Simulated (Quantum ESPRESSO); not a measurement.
## NbAs under changes of volume

One of the cells (17.395 Å³/atom); the others are scaled copies at fixed shape and fractional positions:

```
CELL_PARAMETERS angstrom
-1.72585 1.72585 5.84000
1.72585 -1.72585 5.84000
1.72585 1.72585 -5.84000
ATOMIC_POSITIONS crystal
Nb 0.50000 0.00000 0.50000
Nb 0.75000 0.75000 0.00000
As 0.91600 0.41600 0.50000
As 0.16600 0.16600 0.00000
```

* Program: Quantum ESPRESSO 7.5
* Functional: r2SCAN
* Potentials or basis: SG15 PBE 1.2
* Cutoff: 952 eV
* Density cutoff: 3810 eV
* k mesh: 4 × 4 × 4
* Occupations: fermi-dirac, width 0.05 eV
* Spin: no spin polarisation

```csv
volume (Å³/atom),energy over the lowest point (meV/atom),pressure (GPa),largest force (eV/Å)
16.351,62.21,15.6,0.354
16.699,32.95,10.9,0.325
17.047,13.45,6.6,0.298
17.395,2.76,2.8,0.274
17.743,0.00,-0.7,0.251
18.091,?,?,?
18.438,15.05,-6.6,0.209
```

Problem. What does the run at 18.091 Å³/atom give?

Solution. Energy over the lowest point 4.28 meV/atom; pressure -3.8 GPa; largest force 0.229 eV/Å.

Worked out: A Birch-Murnaghan fit of order 3 (a polynomial in V^(-2/3)) to the other rows has its minimum at 17.70 Å³/atom with B0 = V·E''(V) = 169 GPa and B' = 4.4 at fixed shape and positions, which overstates the stiffness. It gives 4.34 meV/atom at 18.091 Å³/atom, against the run's 4.28, and -dE/dV = -3.5 GPa, against -3.8.

Energies are extrapolated to zero smearing.

Caveats: all runs use coarse meshes; the potentials were made for another functional, which shifts forces and pressure.
